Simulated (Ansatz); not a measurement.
Straining TiCo$_{2}$

The calculation used DFT PBEsol, scalar-relativistic, plane waves, PAW (Ansatz). Run with 420 eV cutoff, 10×10×10 k-mesh, Gaussian smearing of 0.10 eV, no spin polarisation.

The relaxed crystal:

```
CELL_PARAMETERS angstrom
0.00000 3.27632 3.27632
3.27632 0.00000 3.27632
3.27632 3.27632 0.00000
ATOMIC_POSITIONS crystal
Ti 0.50000 0.50000 0.50000
Ti 0.75000 0.75000 0.75000
Co 0.12500 0.12500 0.12500
Co 0.62500 0.12500 0.12500
Co 0.12500 0.12500 0.62500
Co 0.12500 0.62500 0.12500
```

Deformation: uniaxial strain along c, with the lengths of a and b and the atoms relaxed and the angles held, all within the symmetry that the strain leaves. Energies are extrapolated to zero smearing.

```
strain (%)  ΔE (meV/atom) a (Å) b (Å) c (Å)
      -3.0           11.5  4.630  4.630  4.494
      -2.0            5.0  4.630  4.630  4.541
      -1.0            1.2  4.631  4.631  4.587
      +0.0            0.0  4.633  4.633  4.633
      +1.0            1.2  4.636  4.636  4.680
      +2.0            4.7  4.640  4.640  4.726
      +3.0           10.4  4.643  4.643  4.772
```

Q: What stiffness (1/V) d²E/dε² at zero strain does a cubic fit over all points give?

A: A cubic fit gives (1/V) d²E/dε² = 332 GPa at zero strain (Young's modulus along this axis, angles held).

Q: How does the free axis a answer a small strain?

A: Between the innermost points its strain is 0.05 times the applied one.